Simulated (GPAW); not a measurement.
Write an ASE script for GPAW 26.7.0 that does the following.

- Task: equation of state
- Functional: revTPSS
- Potentials or basis: GPAW PAW data sets (gpaw-data 1.2.1)
- Cutoff: 600 eV
- Basis: pw
- k mesh: 11 × 11 × 11
- Occupations: fermi-dirac, width 0.05 eV
- Spin: no spin polarisation
- Eigensolver: davidson
- Maxiter: 150
- Eos scales: [0.94, 0.96, 0.98, 1.0, 1.02, 1.04, 1.06]

The structure of Ag lies in Ag.cif:

```cif
data_Ag
_cell_length_a 2.88888475
_cell_length_b 2.88888475
_cell_length_c 2.88888475
_cell_angle_alpha 60.00000000
_cell_angle_beta 60.00000000
_cell_angle_gamma 60.00000000
_space_group_name_H-M_alt 'P1'
_space_group_name_Hall 'P 1'
_space_group_IT_number 1
loop_
_space_group_symop_operation_xyz
'x,y,z'
loop_
_atom_site_label
_atom_site_type_symbol
_atom_site_symmetry_multiplicity
_atom_site_Wyckoff_symbol
_atom_site_fract_x
_atom_site_fract_y
_atom_site_fract_z
_atom_site_occupancy
Ag1 Ag 1 a 0.0000000000 0.0000000000 0.0000000000 1
```

One way to write it, as run:

run.py

```python
from ase.eos import EquationOfState
from ase.io import Trajectory, read
from ase.units import GPa
from gpaw import GPAW, PW

atoms = read('Ag.cif')

traj = Trajectory('eos.traj', 'w')
volumes, energies = [], []
for x in [0.94, 0.96, 0.98, 1.0, 1.02, 1.04, 1.06]:
    a = atoms.copy()
    a.set_cell(atoms.cell * x**(1 / 3), scale_atoms=True)
    calc = GPAW(mode=PW(600),
                xc='MGGA_X_REVTPSS+MGGA_C_REVTPSS',
                kpts={'size': (11, 11, 11), 'gamma': True},
                occupations={'name': 'fermi-dirac', 'width': 0.05},
                nbands=18,
                convergence={'density': 1e-05, 'energy': 1e-05},
                eigensolver='davidson',
                maxiter=150,
                txt=f'eos-{x:.2f}.txt')
    a.calc = calc
    energies.append(a.get_potential_energy(force_consistent=True))
    volumes.append(a.get_volume())
    p = -a.get_stress()[:3].mean() / GPa
    calc.write(f'eos-{x:.2f}.gpw')
    traj.write(a)
    print(f'{x:.2f} {volumes[-1]:10.4f} A^3 {energies[-1]:14.6f} eV {p:9.3f} GPa', flush=True)

v0, e0, B = EquationOfState(volumes, energies, eos='birchmurnaghan').fit()
print(f'V0 = {v0:.4f} A^3, E0 = {e0:.6f} eV, B0 = {B / GPa:.2f} GPa')
```

Potentials or basis: GPAW PAW data sets (gpaw-data 1.2.1), pw.

Run with:

```bash
$ OMP_NUM_THREADS=1 python run.py
```

Results of the run:

```yaml
Equilibrium_volume: "16.50 Å³/atom (rough: see the caveat)"
Bulk_modulus: 120 GPa (rough)
```

Caveat: the points scatter about the fit; the PAW data sets were made with another functional, which shifts forces and pressure a little.

It took 5.8 min on 1 thread of Intel(R) Xeon(R) Platinum 8488C (Sapphire Rapids), with other jobs on the host, peak memory 0.64 GiB.
